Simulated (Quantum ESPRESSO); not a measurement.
**C under changes of volume**

One of the cells (5.672 Å³/atom); the others are scaled copies at fixed shape and fractional positions:

```
CELL_PARAMETERS angstrom
2.52210 0.00000 0.00000
-1.26105 2.18420 0.00000
0.00000 0.00000 8.23710
ATOMIC_POSITIONS crystal
C 0.66667 0.33333 0.84375
C 0.33333 0.66667 0.34375
C 0.66667 0.33333 0.65625
C 0.33333 0.66667 0.15625
C 0.00000 0.00000 0.90625
C 0.00000 0.00000 0.40625
C 0.00000 0.00000 0.59375
C 0.00000 0.00000 0.09375
```

This is a hexagonal form of diamond, not graphite.

- Program: Quantum ESPRESSO 7.5
- Functional: LDA
- Potentials or basis: GBRV 1.5 LDA
- Cutoff: 612 eV
- Density cutoff: 4898 eV
- k mesh: 12 × 12 × 4
- Occupations: fermi-dirac, width 0.05 eV
- Spin: no spin polarisation

```tsv
volume (Å³/atom)	energy over the lowest point (meV/atom)	pressure (GPa)	gap on the mesh (eV)
5.332	?	?	?
5.445	1.16	6.1	4.49
5.559	0.00	-3.6	4.44
5.672	5.41	-12.4	4.39
5.785	16.76	-20.4	4.34
5.899	33.52	-27.7	4.29
6.012	55.22	-34.3	4.24
```

**Question.** What does the run at 5.332 Å³/atom give?

**Answer.** Energy over the lowest point 9.48 meV/atom; pressure 16.7 GPa; gap on the mesh 4.55 eV.

Worked out: A Birch-Murnaghan fit of order 3 (a polynomial in V^(-2/3)) to the other rows has its minimum at 5.52 Å³/atom with B0 = V·E''(V) = 463 GPa and B' = 3.6 at fixed shape and positions, which overstates the stiffness. It gives 9.43 meV/atom at 5.332 Å³/atom, against the run's 9.48, and -dE/dV = 17.1 GPa, against 16.7. A straight line through the other rows of the gap, of slope -2.52 eV per unit of ln V, extrapolates to 4.54 eV, against the run's 4.55.

Energies are extrapolated to zero smearing.

Caveats: the cell as given lies far from equilibrium (some runs).

A mesh can miss the band edges.
